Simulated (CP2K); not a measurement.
**Au under changes of volume**

One of the cells (16.855 Å³/atom); the others are scaled copies at fixed shape and fractional positions:

```
CELL_PARAMETERS angstrom
2.87792 0.00000 0.00000
1.43896 2.49236 0.00000
1.43896 0.83079 2.34982
ATOMIC_POSITIONS crystal
Au 0.00000 0.00000 0.00000
```

| Quantity | Value |
| --- | --- |
| Program | CP2K 2026.2 |
| Functional | LDA |
| Potentials or basis | GTH_POTENTIALS Au GTH-PADE-q11; TZVP-MOLOPT-PBE-GTH basis |
| Density cutoff | 6803 eV |
| k mesh | 11 × 11 × 11 |
| Occupations | fermi-dirac, width 0.01 eV |
| Spin | no spin polarisation |

| volume (Å³/atom) | energy over the lowest point (meV/atom) | pressure (GPa) |
| --- | --- | --- |
| 15.843 | 59.51 | 17.1 |
| 16.181 | ? | ? |
| 16.518 | 10.44 | 6.7 |
| 16.855 | 1.01 | 2.4 |
| 17.192 | 0.00 | -1.4 |
| 17.529 | 6.37 | -4.6 |
| 17.866 | 19.18 | -7.5 |

**Question.** What does the run at 16.181 Å³/atom give?

**Answer.** Energy over the lowest point 29.49 meV/atom; pressure 11.5 GPa.

Worked out: A Birch-Murnaghan fit of order 3 (a polynomial in V^(-2/3)) to the other rows has its minimum at 17.07 Å³/atom with B0 = V·E''(V) = 186 GPa and B' = 5.7. It gives 29.45 meV/atom at 16.181 Å³/atom, against the run's 29.49, and -dE/dV = 11.5 GPa, against 11.5.

Energies are extrapolated to zero smearing.

Caveats: with these potentials and basis sets, volumes of gold and of layered tellurides can stand 1.5 % and more from those of plane-wave programs; the basis of atomic orbitals isn't converged, which shifts pressures, moduli and gaps.
